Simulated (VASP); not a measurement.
Input of a VASP 6.6.1 run:

The input POSCAR:

```
ZnCu
1.0
    2.8614412177      0.0000000000      0.0000000000
    0.0000000000      2.8614412177      0.0000000000
    0.0000000000      0.0000000000      2.8614412177
Zn Cu
1 1
Direct
    0.5000000000      0.5000000000      0.5000000000
    0.0000000000      0.0000000000      0.0000000000
```

INCAR.step1

```
SYSTEM = ZnCu
PREC = Accurate
ENCUT = 520
ISMEAR = -1
SIGMA = 0.05
LREAL = .FALSE.
LASPH = .TRUE.
NELM = 100
NBANDS = 18
GGA = PE
ALGO = Normal
EDIFF = 1E-4
LWAVE = .TRUE.
LCHARG = .FALSE.
```

INCAR.step2

```
SYSTEM = ZnCu
PREC = Accurate
ENCUT = 520
EDIFF = 1E-6
ISMEAR = -1
SIGMA = 0.05
LREAL = .FALSE.
LASPH = .TRUE.
NELM = 100
ALGO = Normal
ISIF = 2
LWAVE = .FALSE.
LCHARG = .FALSE.
METAGGA = R2SCAN
LMIXTAU = .TRUE.
NBANDS = 18
ISTART = 1
```

File KPOINTS:

```
regular mesh
0
G
  12 12 12
  0 0 0
```

Potentials or basis: VASP PAW PBE potentials, release 64 (Zn, Cu).

Launch:

```console
$ cat potpaw_PBE.64/Zn/POTCAR potpaw_PBE.64/Cu/POTCAR > POTCAR
$ cp INCAR.step1 INCAR
$ mpirun -np 1 vasp_std > vasp.out
$ cp INCAR.step2 INCAR
$ mpirun -np 1 vasp_std > vasp.out
```

Problem. Estimate the pressure.

Solution. 10.1 GPa.

Problem. Predict the band gap on the k mesh.

Solution. None (metal or under the smearing width).

Caveat: the PAW data sets were made with another functional, which shifts forces and pressure a little.
